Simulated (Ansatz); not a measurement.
# NbAs (I4_1md) in Ansatz: notebook

One crystal, NbAs, is run at these levels: PBEsol; tasks: band structure.

All numbers are computed with Ansatz 0.2.0; they aren't measurements. Logs are shortened: lines on timing, memory, paths and dates and some standing lists are left out, and cuts for length are marked.

### Step 1. The structure

Symmetry: I4_1md, No. 109, tetragonal system. The conventional cell has a = 3.452 Å, b = 3.452 Å, c = 11.680 Å, α = 90.00°, β = 90.00°, γ = 90.00°. Nb (site symmetry 2mm) is surrounded by 6 As at 2.60 to 2.63 Å. As (site symmetry 2mm) is surrounded by 6 Nb at 2.60 to 2.63 Å.

### Step 2. Band structure, PBEsol

input.yaml

```yaml
crystal:
  lattice:
    - [-1.72585, 1.72585, 5.84]
    - [1.72585, -1.72585, 5.84]
    - [1.72585, 1.72585, -5.84]
  atoms:
    - { symbol: Nb, position: [0.5, 0.0, 0.5] }
    - { symbol: Nb, position: [0.75, 0.75, 0.0] }
    - { symbol: As, position: [0.916, 0.416, 0.5] }
    - { symbol: As, position: [0.166, 0.166, 0.0] }
kpoints:
  mp_grid: { grid: [8, 8, 8] }
  band_path:
    path:
      - [0.0, 0.0, 0.0]
      - [-0.5, 0.5, 0.0]
      - [-0.5, 0.5, -0.0436667032]
      - [-0.2718333516, 0.2718333516, -0.2718333516]
      - [0.0, 0.0, 0.0]
      - [0.5, 0.5, -0.5]
      - [0.2718333516, 0.7281666484, -0.7281666484]
      - [0.0, 0.5, -0.5]
    npoints: 12
scf:
  occupations: { method: fermi_dirac, width: 0.05 }
hamiltonian:
  xc: pbesol
  pseudopotentials: { kind: all_electron, lapw: { basis_error: 0.002 } }
output:
  forces: true
  stress: true
  eigenvalues: true
```

Potentials or basis: all-electron LAPW, scalar-relativistic.

Started as:

```console
$ ansatz run input.yaml --threads 2 --pin off --max-ram 8192MiB --backend cpu --events-out ev --progress --plain --runs-dir out
```

The program printed:

```text
Warning: RAYON_NUM_THREADS=2 ignored (pool sized by the plan → 2); use --threads N
LAPW: plane waves up to 8.046 Å⁻¹, error target 2.0e-3 eV per atom; small_component_spin mean_spin; As in spheres of 1.290 Å, 23 of its electrons in bands, Dirac shells []; Nb in spheres of 1.306 Å, 29 of its electrons in bands, Dirac shells [] (how accurate: hamiltonian.pseudopotentials.lapw.basis_error, Limitations)
Engine: ansatz 0.2.0, aarch64-unknown-linux-gnu
Pseudopotentials: kind: all_electron
Pseudopotential: Nb, LAPW, valence charge 29, lapw/all_electron/scalar/gaussian/Nb, Koelling and Harmon's equation, gaussian nucleus
Pseudopotential: As, LAPW, valence charge 23, lapw/all_electron/scalar/gaussian/As, Koelling and Harmon's equation, gaussian nucleus
Functional definition: PBEsol
  exchange = pbesol_x
  correlation = pbesol_c
Crystal: 4 atoms, lattice volume = 69.579 Å³
Basis set: ecut = 246.63188297315762 eV, 611 PW (Γ), FFT grids on a1+a3, a2+a3, a3, exchange–correlation at level 2
Bands: 63, of which v1, the nominal top of the filled ones, is band 52 counted from 1 (51 counted from 0)
Symmetry: 8 space group operations
Space group: I41md (ITA 109), of the structure as read, at distance tolerance 4.1e-5 Å
k-points: 59 of 512 (time reversal used)
Non-local potential: Nb, projectors of the file, none
Non-local potential: As, projectors of the file, none
Initial density: superposition of atomic densities (chi_scale 0.1, normalization cell, long waves kept (reshape's long-wave potential 0.00 eV rms))
Initial wavefunctions: plane waves of lowest kinetic energy (no species holds an atomic orbital)
Functional: x = pbesol(κ = 0.804, μ = 0.12345679012345678), c = pbesol(β = 0.046)
iter 1 solved again at ethr=3.80e-3 eV; its pass at ethr=1.00e-1 eV (dr2=3.95e0 eV) is discarded
SCF iter   1: F=—  HF=-330744.374587 eV  |F-HF|=—  |Δ(HF+E_count)|=         —  Δρ=6.06e-2  dr2=3.95e0  ethr=3.80e-3  ⟨swp⟩=2.0  Hψ=22264  notcnv=0
preconditioner: auto → Kerker (q_TF=auto, 2.917 Å⁻¹)  [metal: Δε(μ)=0.044 eV  Ē_g=9.486 eV  σ=0.050 eV  W_gap=0.21  n_scr=32 (ndim 8)  ℏωp=19.9 eV  f_vac=0.000  D(μ)=0.71/eV (n_scr^D=2)]
SCF iter   2: F=—  HF=-330742.527222 eV  |F-HF|=—  |Δ(HF+E_count)|=    1.85e0  Δρ=2.11e-2  dr2=4.12e-1  ethr=3.80e-3  ⟨swp⟩=2.0  Hψ=11388  notcnv=0
SCF iter   3: F=—  HF=-330742.487402 eV  |F-HF|=—  |Δ(HF+E_count)|=         —  Δρ=1.57e-2  dr2=2.57e-1  ethr=3.97e-4  ⟨swp⟩=2.0  Hψ=11140  notcnv=0
the basis was enlarged: its passes take 75.3 KiB over the memory plan, 2 of 2 planned eigensolver slots
iter 4 solved again at ethr=6.94e-6 eV; its pass at ethr=2.47e-4 eV (dr2=7.22e-3 eV) is discarded
SCF iter   4: F=—  HF=-330742.468394 eV  |F-HF|=—  |Δ(HF+E_count)|=   1.90e-2  Δρ=3.26e-3  dr2=7.21e-3  ethr=6.94e-6  ⟨swp⟩=2.0  Hψ=19144  notcnv=0
SCF iter   5: F=—  HF=-330742.465125 eV  |F-HF|=—  |Δ(HF+E_count)|=   3.27e-3  Δρ=1.49e-3  dr2=1.92e-3  ethr=6.93e-6  ⟨swp⟩=2.0  Hψ=11112  notcnv=0
SCF iter   6: F=—  HF=-330742.462767 eV  |F-HF|=—  |Δ(HF+E_count)|=   2.36e-3  Δρ=7.76e-4  dr2=4.34e-4  ethr=1.84e-6  ⟨swp⟩=2.0  Hψ=11112  notcnv=0
SCF iter   7: F=—  HF=-330742.462710 eV  |F-HF|=—  |Δ(HF+E_count)|=   5.71e-5  Δρ=2.63e-4  dr2=4.17e-5  ethr=4.17e-7  ⟨swp⟩=2.0  Hψ=11112  notcnv=0
SCF iter   8: F=—  HF=-330742.462710 eV  |F-HF|=—  |Δ(HF+E_count)|=   2.41e-7  Δρ=6.08e-5  dr2=4.91e-6  ethr=4.01e-8  ⟨swp⟩=2.0  Hψ=11112  notcnv=0
SCF iter   9: F=—  HF=-330742.462709 eV  |F-HF|=—  |Δ(HF+E_count)|=   1.45e-6  Δρ=2.37e-5  dr2=5.22e-7  ethr=4.72e-9  ⟨swp⟩=2.0  Hψ=11112  notcnv=0
SCF iter  10: F=-330742.462709 eV  HF=-330742.462709 eV  |F-HF|=6.74e-8  |Δ(HF+E_count)|=   1.45e-7  Δρ=6.82e-6  dr2=6.27e-8  ethr=5.02e-10  ⟨swp⟩=2.0  Hψ=11112  notcnv=0
SCF 1 converged in 10 iterations: F = -330742.462709 eV  dr2 = 6.27e-8
NSCF: frozen V_eff on 85 k-points
SCF converged after 10 iterations
Free energy (F): -330742.462709 eV
Harris-Foulkes:  -330742.462709 eV  (|F-HF|=6.74e-8)
Internal energy: -330742.453727 eV  (E = F + TS)
E sigma→0 (E₀):  -330742.458218 eV
Entropy (-TS):   -0.008981 eV (-2.245 meV/atom)
Fermi energy:    17.691203 eV
--- Per-component energies (eV) ---
  E_band       = -9811.555630
  E_kinetic    = 340637.736065
  E_xc         = -10844.840595
  E_electrostatic = -660535.349198  (all electrons and nuclei)
  E_smearing   = -0.008981  (= −TS)
  E_closure    = 0.000000  (closes the sum)
  E_atoms      = -330707.457869  (free atoms, spherical and without spin; not in F)
  Σ components = -330742.462709   (vs F -330742.462709, Δ=0.00e0)
  Basis errors (estimates in eV, not in F): energy 6.3e-4 per atom: plane waves 5.8e-4 (3.3e-4 summed), levels above the bands 1.2e-65, relativity 1.3e-8, radial functions 4.6e-5, core shells 1.6e-6; eigenvalues (radial functions only) 2.2e-6; not estimated: angular momenta, meshes, grids; target (lapw.basis_error) 2.0e-3; muffin-tin radii As 1.290 Å, Nb 1.306 Å
--- Forces (eV/Å), atoms counted from 1 ---
  atom   1  Nb     0.00000000     0.00000000    -0.28715629
  atom   2  Nb     0.00000000    -0.00000000    -0.28715629
  atom   3  As    -0.00000000     0.00000000     0.28715794
  atom   4  As     0.00000000    -0.00000000     0.28715794
  max |Σ_I F_I| component: 3.29e-6 eV/Å
--- Stress (GPa, compression-positive) ---
       -2.701871       0.000000      -0.000000
        0.000000      -2.701871       0.000000
       -0.000000       0.000000      -1.497995
  P = ⅓ Tr σ = -2.3006 GPa (-23.006 kbar)
--- Band table (eV; the first three rows and the last of 59) ---
  k-point 0: bands = ["-325.4745", "-325.4745", "-325.4579", "-325.4579", "-325.4541", "-325.4541", "-175.3295", "-175.3295", "-175.3245", "-175.3245", "-175.3237", "-175.3237", "-175.3107", "-175.3107", "-175.3099", "-175.3099", "-166.9599", "-166.9599", "-110.5311", "-110.5311", "-110.5199", "-110.5199", "-110.5169", "-110.5169", "-37.3243", "-37.2958", "-17.8103", "-17.8103", "-17.7944", "-17.7896", "-17.7888", "-17.7873", "-17.7827", "-17.7820", "-17.7820", "-17.7803", "-13.5753", "-13.4587", "-13.4587", "-13.3051", "-13.3051", "-13.2571", "4.4492", "6.7367", "11.4600", "14.8588", "15.4305", "15.4305", "15.6395", "16.0032", "16.3004", "16.3004", "18.4101", "18.9884", "20.0958", "20.7000", "20.7000", "21.3888", "21.6524", "21.6524", "22.8300", "23.5791", "26.4179"]
  k-point 1: bands = ["-325.4745", "-325.4745", "-325.4579", "-325.4579", "-325.4541", "-325.4541", "-175.3295", "-175.3295", "-175.3245", "-175.3245", "-175.3237", "-175.3237", "-175.3107", "-175.3107", "-175.3099", "-175.3099", "-166.9599", "-166.9599", "-110.5311", "-110.5311", "-110.5199", "-110.5199", "-110.5169", "-110.5169", "-37.3197", "-37.2935", "-17.8116", "-17.8091", "-17.7931", "-17.7916", "-17.7901", "-17.7890", "-17.7821", "-17.7817", "-17.7796", "-17.7788", "-13.5598", "-13.4886", "-13.4812", "-13.3358", "-13.3259", "-13.2555", "4.8221", "6.8365", "11.7234", "14.1635", "14.9370", "15.0943", "15.2404", "15.9466", "16.5558", "16.7040", "17.9712", "18.3615", "20.1211", "20.1643", "21.1061", "21.2941", "21.4387", "22.4613", "24.2790", "25.6499", "26.1277"]
  k-point 2: bands = ["-325.4745", "-325.4745", "-325.4579", "-325.4579", "-325.4541", "-325.4541", "-175.3295", "-175.3295", "-175.3245", "-175.3245", "-175.3237", "-175.3237", "-175.3107", "-175.3107", "-175.3099", "-175.3099", "-166.9599", "-166.9599", "-110.5311", "-110.5311", "-110.5199", "-110.5199", "-110.5169", "-110.5169", "-37.3083", "-37.2885", "-17.8150", "-17.8071", "-17.7975", "-17.7942", "-17.7901", "-17.7883", "-17.7811", "-17.7811", "-17.7753", "-17.7748", "-13.5707", "-13.5565", "-13.4813", "-13.3983", "-13.3727", "-13.2631", "5.7185", "6.9777", "12.4516", "12.8988", "13.6582", "14.5037", "14.5563", "15.8209", "16.9013", "17.1043", "17.8335", "18.7034", "19.3788", "20.5325", "21.1994", "21.7150", "21.8232", "23.3708", "25.5003", "25.8151", "26.7525"]
  k-point 58: bands = ["-325.4745", "-325.4745", "-325.4579", "-325.4579", "-325.4541", "-325.4541", "-175.3295", "-175.3295", "-175.3245", "-175.3245", "-175.3237", "-175.3237", "-175.3107", "-175.3107", "-175.3099", "-175.3099", "-166.9599", "-166.9599", "-110.5311", "-110.5311", "-110.5199", "-110.5199", "-110.5169", "-110.5169", "-37.3101", "-37.3101", "-17.8121", "-17.8121", "-17.7911", "-17.7911", "-17.7881", "-17.7881", "-17.7825", "-17.7825", "-17.7801", "-17.7801", "-13.4671", "-13.4671", "-13.4186", "-13.4186", "-13.2966", "-13.2966", "5.3850", "5.3850", "13.6871", "13.6871", "14.9977", "14.9977", "15.1549", "15.1549", "17.1681", "17.1681", "18.6847", "18.6847", "19.6071", "19.6071", "20.8537", "20.8537", "22.4942", "22.4942", "24.2590", "24.2590", "25.9550"]
```

Wall time 66 s (2 threads of Arm Neoverse V2, shared host); peak memory 0.6 GiB.

Results:

```
Free energy             : -330742.4627 eV
Pressure                : -2.3 GPa
Largest force           : 0.287 eV/Å
Band gap along the path : none (metal or under the smearing width)
```

Forces on the atoms (eV/Å):
```
Nb   0.000  0.000 -0.287
Nb   0.000  0.000 -0.287
As   0.000  0.000  0.287
As   0.000  0.000  0.287
```

Levels at the corners of the path, in eV from the Fermi level:
```tsv
point	band 50	band 51	band 52	band 53	band 54	band 55
Γ	-1.69	-1.39	-1.39	0.72	1.30	2.40
X	-2.81	-0.60	-0.60	2.41	2.41	2.70
Y	-2.79	-0.64	-0.64	2.29	2.29	2.70
S	-2.11	-1.48	-0.17	0.18	1.44	2.01
Γ	-1.69	-1.39	-1.39	0.72	1.30	2.40
Z	-2.54	-0.52	-0.52	0.99	0.99	1.92
S1	-2.11	-1.48	-0.17	0.18	1.44	2.01
N	-1.89	-1.42	-0.07	0.04	1.16	2.13
```

Caveat: the k mesh is thin for a metal, which can move the energy by tens of meV per atom.

### Step 3. Band structure, PBEsol, spin-orbit coupling, no magnetisation

Changes to input.yaml since step 2:

```diff
@@ -28,2 +28,5 @@
   pseudopotentials: { kind: all_electron, lapw: { basis_error: 0.002 } }
+magnetization:
+  noncollinear: true
+  spin_orbit: true
 output:
```

Potentials or basis: all-electron LAPW, relativistic spinors.

Started as:

```console
$ ansatz run input.yaml --threads 2 --pin off --max-ram 8192MiB --backend cpu --events-out ev --progress --plain --runs-dir out
```

The program printed:

```text
[... 76 lines left out ...]
  k-point 58: bands = ["-336.0404", "-336.0404", "-336.0404", "-336.0404", "-320.5401", "-320.5401", "-320.5401", "-320.5401", "-320.5274", "-320.5274", "-320.5274", "-320.5274", "-177.0118", "-177.0118", "-177.0118", "-177.0118", "-176.9989", "-176.9989", "-176.9989", "-176.9989", "-174.1247", "-174.1247", "-174.1247", "-174.1247", "-174.1188", "-174.1188", "-174.1188", "-174.1188", "-174.1077", "-174.1077", "-174.1077", "-174.1077", "-166.9429", "-166.9429", "-166.9429", "-166.9429", "-113.9237", "-113.9237", "-113.9237", "-113.9237", "-108.9057", "-108.9057", "-108.9057", "-108.9057", "-108.8971", "-108.8971", "-108.8971", "-108.8971", "-37.2965", "-37.2965", "-37.2965", "-37.2965", "-18.2240", "-18.2240", "-18.2240", "-18.2240", "-18.2107", "-18.2107", "-18.2107", "-18.2107", "-17.5049", "-17.5049", "-17.5049", "-17.5049", "-17.4869", "-17.4869", "-17.4869", "-17.4869", "-17.4839", "-17.4839", "-17.4839", "-17.4839", "-14.8361", "-14.8361", "-14.8361", "-14.8361", "-12.7768", "-12.7768", "-12.7768", "-12.7768", "-12.6695", "-12.6695", "-12.6695", "-12.6695", "5.3876", "5.3876", "5.3876", "5.3876", "13.6832", "13.6832", "13.6832", "13.6832", "14.9934", "14.9934", "14.9934", "14.9934", "15.1542", "15.1542", "15.1542", "15.1542", "17.1656", "17.1656", "17.1656", "17.1656", "18.6858", "18.6858", "18.6858", "18.6858", "19.6098", "19.6098", "19.6098", "19.6098", "20.8588", "20.8588", "20.8588", "20.8588", "22.4947", "22.4947", "22.4947", "22.4947", "24.2597", "24.2597", "24.2597", "24.2597", "25.9568", "25.9568"]
```

It took 6.5 min on 2 threads of Arm Neoverse V2, shared host; peak memory 1.5 GiB.

Results:

| Property | Result |
| --- | --- |
| Free energy | -330776.3391 eV |
| Pressure | -2.3 GPa |
| Largest force | 0.288 eV/Å |
| Band gap on the k mesh | none (metal or under the smearing width) |

Forces in eV/Å, atoms in the order of the input:
```
Nb   0.000  0.000 -0.288
Nb   0.000  0.000 -0.288
As   0.000  0.000  0.288
As   0.000  0.000  0.288
```

Stress tensor (GPa, compression positive):
```
-2.70  0.00  0.00
 0.00 -2.70  0.00
 0.00  0.00 -1.49
```

Levels at points of the mesh, in eV from the Fermi level:
```tsv
k point	band 102	band 103	band 104	band 105	band 106	band 107
(0.00, 0.00, 0.00)	-1.46	-1.32	-1.32	0.72	0.72	1.30
(0.00, 0.00, -0.50)	-0.61	-0.60	-0.60	2.41	2.41	2.41
(0.00, -0.50, 0.00)	-1.42	-0.07	-0.07	0.05	0.05	1.16
(-0.50, -0.50, -0.50)	-0.53	-0.53	-0.53	0.99	0.99	0.99
```

Caveat: the k mesh is thin for a metal, which can move the energy by tens of meV per atom.
